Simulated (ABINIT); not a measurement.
Y:

```xyz
2
Lattice="3.6474 0.0000 0.0000 -1.8237 3.1587 0.0000 0.0000 0.0000 5.7306" Properties=species:S:1:pos:R:3 pbc="T T T"
Y     1.8237    1.0529    4.2980
Y     0.0000    2.1058    1.4326
```

* Program: ABINIT 10.8.3 (patched build)
* Task: relaxation of cell and atoms
* Functional: WC
* Potentials or basis: JTH PAW PBE v2.0
* Cutoff: 517 eV
* k mesh: 8 × 8 × 5
* Occupations: fermi-dirac, width 0.05 eV
* Spin: no spin polarisation

At the start: pressure -2.1 GPa; volume 33.01 Å³/atom.

Task: Where does the relaxation end?

Result: Over 3 steps the energy falls by 11.4 meV/atom and the volume is 31.27 Å³/atom (-5.3 %); space group P6_3/mmc (No. 194, to 0.05 Å).

The path:
| step | energy change (eV) | largest force (eV/Å) | pressure (GPa) | volume (Å³) |
| --- | --- | --- | --- | --- |
| 1 | 0.0000 | 0.0000 | -2.07 | 66.02 |
| 2 | -0.0051 | 0.0000 | -1.84 | 65.61 |
| 3 | -0.0229 | 0.0000 | 0.06 | 62.53 |

Final structure:
```xyz
2
Lattice="3.5889 0.0000 0.0000 -1.7944 3.1081 0.0000 0.0000 0.0000 5.6062" Properties=species:S:1:pos:R:3 pbc="T T T"
Y     1.7944    1.0360    4.2046
Y     0.0000    2.0720    1.4015
```

Caveat: the PAW data sets were made with another functional, which shifts forces and pressure a little.
